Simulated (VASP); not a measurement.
# NiO (F-43m) in VASP: notebook, part 2 of 2

VASP 6.6.1.

### 5 Single point, PBE+U, collinear spin, random start

Input file INCAR:

```
SYSTEM = NiO
PREC = Accurate
ENCUT = 520
EDIFF = 1E-6
ISMEAR = 0
SIGMA = 0.05
LREAL = .False.
LASPH = .True.
NELM = 100
ALGO = Normal
ISIF = 2
LWAVE = .False.
LCHARG = .False.
ISPIN = 2
MAGMOM = 0.88 0
LORBIT = 11
LMAXMIX = 4
LDAU = .True.
LDAUTYPE = 2
LDAUL = 2 -1
LDAUU = 8 0
LDAUJ = 0 0
LDAUPRINT = 1
GGA = PE
NBANDS = 19
```

Input file KPOINTS:

```
Automatic mesh
0
Gamma
  7 7 7
  0 0 0
```

Input file POSCAR:

```
NiO
1.0
    0.0000000000      2.2835484600      2.2835484600
    2.2835484600      0.0000000000      2.2835484600
    2.2835484600      2.2835484600      0.0000000000
Ni O
1 1
Direct
    0.0000000000      0.0000000000      0.0000000000
    0.2500000000      0.2500000000      0.2500000000
```

Potentials or basis: VASP PAW PBE potentials, release 64 (Ni, O).

On the command line:

```bash
$ cat potpaw_PBE.64/Ni/POTCAR potpaw_PBE.64/O/POTCAR > POTCAR
$ mpirun -np 1 vasp_std > vasp.out
```

OUTCAR:

```text
SYSTEM = NiO
   PREC = Accurate
   ENCUT = 520
   EDIFF = 1E-6
   ISMEAR = 0
   LREAL = .False.
   LASPH = .True.
   NELM = 100
   ISIF = 2
   ISPIN = 2
   LORBIT = 11
   GGA = PE

 ion  position               nearest neighbor table
   1  0.000  0.000  0.000-   2 1.98   2 1.98   2 1.98   2 1.98
   2  0.250  0.250  0.250-   1 1.98   1 1.98   1 1.98   1 1.98

  LATTYP: Found a face centered cubic cell.
 ALAT       =     4.5670969200

  Lattice vectors:

 A1 = (   0.0000000000,   2.2835484600,   2.2835484600)
 A2 = (   2.2835484600,   0.0000000000,   2.2835484600)
 A3 = (   2.2835484600,   2.2835484600,   0.0000000000)

Analysis of symmetry for initial positions (statically):
=====================================================================
 Subroutine PRICEL returns:
 Original cell was already a primitive cell.

 Routine SETGRP: Setting up the symmetry group for a
 face centered cubic supercell.

[... 670 lines left out ...]
      4       0.5901      1.00000
      5       0.5901      1.00000
      6       0.5902      1.00000
[... 417 lines left out ...]
      6       1.7048      1.00000
[... 11 lines left out ...]
     18      32.7223      0.00000
     19      33.4011      0.00000

------------------------ aborting loop because EDIFF is reached ----------------------------------------

  FORCE on cell =-STRESS in cart. coord.  units (eV):
  Direction    XX          YY          ZZ          XY          YZ          ZX
  --------------------------------------------------------------------------------------
  -------------------------------------------------------------------------------------
  Total       -1.9652859     -1.9652859     -1.9652859     -0.0000000      0.0000000      0.0000000
  in kB     -132.2134470   -132.2134470   -132.2134470     -0.0000000      0.0000000      0.0000000
  external PRESSURE =    -132.2134470 kB  Pullay stress =       0.0000000 kB

 VOLUME and BASIS-vectors are now :
 -----------------------------------------------------------------------------
  energy-cutoff  :      520.00
  volume of cell :       23.82
      direct lattice vectors                 reciprocal lattice vectors
     0.000000000  2.283548460  2.283548460    -0.218957473  0.218957473  0.218957473
     2.283548460  0.000000000  2.283548460     0.218957473 -0.218957473  0.218957473
     2.283548460  2.283548460  0.000000000     0.218957473  0.218957473 -0.218957473

 POSITION                                       TOTAL-FORCE (eV/Angst)
 -----------------------------------------------------------------------------------
      0.00000      0.00000      0.00000         0.000000      0.000000      0.000000
      1.14177      1.14177      1.14177        -0.000000     -0.000000     -0.000000
 -----------------------------------------------------------------------------------
    total drift:                                0.000000      0.000000      0.000000

  FREE ENERGIE OF THE ION-ELECTRON SYSTEM (eV)
  ---------------------------------------------------
  free  energy   TOTEN  =        -7.9920529914 eV

  energy  without entropy=       -7.9895798547  energy(sigma->0) =       -7.99081642

 total charge

# of ion       s       p       d       tot
------------------------------------------
    1        0.364   0.431   8.303   9.098
    2        1.549   3.419   0.000   4.967
--------------------------------------------------
tot          1.912   3.850   8.303  14.065

 magnetization (x)

# of ion       s       p       d       tot
------------------------------------------
    1        0.003   0.021   1.727   1.751
    2        0.012   0.265   0.000   0.277
--------------------------------------------------
tot          0.015   0.286   1.727   2.028
```

OSZICAR:

```text
N       E                     dE             d eps       ncg     rms          rms(c)
DAV:   1     0.969335283915E+02    0.96934E+02   -0.71828E+03  1552   0.986E+02
DAV:   2    -0.633611750603E+00   -0.97567E+02   -0.84291E+02  1565   0.229E+02
DAV:   3    -0.818387313469E+01   -0.75503E+01   -0.73322E+01  1779   0.668E+01
DAV:   4    -0.826831740793E+01   -0.84444E-01   -0.84381E-01  1630   0.712E+00
DAV:   5    -0.826938878360E+01   -0.10714E-02   -0.10713E-02  1675   0.776E-01    0.171E+01
DAV:   6    -0.777543617654E+01    0.49395E+00   -0.86202E+00  1616   0.696E+01    0.191E+01
DAV:   7    -0.780972731568E+01   -0.34291E-01   -0.15176E+00  1599   0.274E+01    0.872E+00
DAV:   8    -0.792807473162E+01   -0.11835E+00   -0.22158E-01  1788   0.445E+00    0.526E+00
DAV:   9    -0.798112807516E+01   -0.53053E-01   -0.60542E-02  1801   0.865E+00    0.948E-01
DAV:  10    -0.799225478686E+01   -0.11127E-01   -0.36665E-02  1744   0.271E+00    0.494E-01
DAV:  11    -0.799146756017E+01    0.78723E-03   -0.88220E-03  1723   0.195E+00    0.180E-01
DAV:  12    -0.799189187287E+01   -0.42431E-03   -0.84407E-04  1599   0.590E-01    0.866E-02
DAV:  13    -0.799203752025E+01   -0.14565E-03   -0.23142E-04  1735   0.324E-01    0.246E-02
DAV:  14    -0.799205310789E+01   -0.15588E-04   -0.12299E-04  1685   0.786E-02    0.116E-02
DAV:  15    -0.799205299142E+01    0.11647E-06   -0.22507E-06  1544   0.209E-02
   1 F= -.79920530E+01 E0= -.79908164E+01  d E =-.247314E-02  mag=     2.0000
```

stdout:

```text
POSCAR found type information on POSCAR NiO
 POSCAR found :  2 types and       2 ions
 scaLAPACK will be used
 LDA part: xc-table for (Slater+PW92), standard interpolation
 POSCAR, INCAR and KPOINTS ok, starting setup
 FFT: planning ... GRIDC
 FFT: planning ... GRID_SOFT
 FFT: planning ... GRID
 WAVECAR not read
 entering main loop
```

Wall time 12 s (1 thread of AMD EPYC 9R45 (Zen 5), shared host); peak memory 0.12 GiB.

Results:

* Free energy: -7.9921 eV
* Pressure: -13.2 GPa
* Band gap on the k mesh: none (metal or under the smearing width)
* Net moment: 2.00 μB per cell
* Site moments: Ni +1.75; O +0.28 μB
* Valence electrons inside the program's atomic spheres: Ni 9.10; O 4.97

Levels at points of the mesh, in eV from the Fermi level:
Spin up:
```csv
k point,band 5,band 6,band 7,band 8,band 9,band 10,band 11,band 12,band 13,band 14
"(0.00, 0.00, 0.00)",-6.55,-6.55,-1.94,-1.94,-1.94,0.11,13.53,13.53,13.53,18.43
```
Spin down:
```tsv
k point	band 5	band 6	band 7	band 8	band 9	band 10
(0.00, 0.00, 0.00)	-4.73	-4.73	0.26	1.66	1.66	1.66
```

Eigenvalues of the final occupation matrices:
| site | spin | trace | eigenvalues |
| --- | --- | --- | --- |
| site 1 d | 1 | 5.03 | 0.99 0.99 1.02 1.02 1.02 |
| site 1 d | 2 | 3.30 | 0.45 0.45 0.45 0.98 0.98 |

Caveat: a cell with one magnetic atom can't hold antiferromagnetic order, which such compounds often take. The state reached can hang on the start; a lower one may exist.

### 6 Single point, PBE+U, collinear spin, ferromagnetic start

Input file INCAR:

```
SYSTEM = NiO
ALGO = Normal
EDIFF = 1E-6
ENCUT = 520
GGA = PE
ISIF = 2
ISMEAR = 0
ISPIN = 2
LASPH = .TRUE.
LCHARG = .FALSE.
LDAU = .TRUE.
LDAUJ = 0 0
LDAUL = 2 -1
LDAUPRINT = 1
LDAUTYPE = 2
LDAUU = 8 0
LMAXMIX = 4
LORBIT = 11
LREAL = .FALSE.
LWAVE = .FALSE.
MAGMOM = 1 0
NBANDS = 19
NELM = 150
NUPDOWN = 3
PREC = Accurate
SIGMA = 0.05
```

Input file KPOINTS:

```
k-points
0
G
  7 7 7
  0 0 0
```

POSCAR is that of step 5.

Potentials or basis: VASP PAW PBE potentials, release 64 (Ni, O).

On the command line:

```bash
$ cat potpaw_PBE.64/Ni/POTCAR potpaw_PBE.64/O/POTCAR > POTCAR
$ mpirun -np 1 vasp_std > vasp.out
```

It took 12 s on 1 thread of AMD EPYC 9R45 (Zen 5), shared host; peak memory 0.12 GiB.

The run converged. Its results:

```yaml
Free_energy: -6.1712 eV
Pressure: -3.9 GPa
Net_moment: 3.00 μB per cell
Site_moments: Ni +2.23; O +0.49 μB
Valence_electrons_inside_the_program's_atomic_spheres: Ni 8.90; O 4.97
```

Eigenvalues of the final occupation matrices:
| site | spin | trace | eigenvalues |
| --- | --- | --- | --- |
| site 1 d | 1 | 5.06 | 0.99 0.99 1.03 1.03 1.03 |
| site 1 d | 2 | 2.97 | 0.34 0.34 0.34 0.98 0.98 |

Caveat: the moment is held away from its start; the total moment is fixed, so each spin has its own Fermi level; a cell with one magnetic atom can't hold antiferromagnetic order, which such compounds often take. The state reached can hang on the start; a lower one may exist.

### 7 Summary

| spin | fixed moment (μB) | gap on the mesh (eV) | pressure (GPa) | moment (μB) |
| --- | --- | --- | --- | --- |
| collinear, ferromagnetic start | - | none | -13.1 | 2.00 |
| collinear, random start | - | none | -13.2 | 2.00 |
| collinear, ferromagnetic start | 3 | - | -3.9 | 3.00 |

Alike in all rows: task single point; level PBE+U; potentials or basis VASP PAW PBE potentials, release 64 (Ni, O); Ni d U = 8 eV; cell as given; k mesh 7 × 7 × 7; cutoff (eV) 520; smearing gaussian 0.05 eV.

Caveats: a cell with one magnetic atom can't hold antiferromagnetic order, which such compounds often take; the moment is held away from its start (some runs); the total moment is fixed, so each spin has its own Fermi level (some runs).

Absolute energies hang on the potentials; compare differences alone.
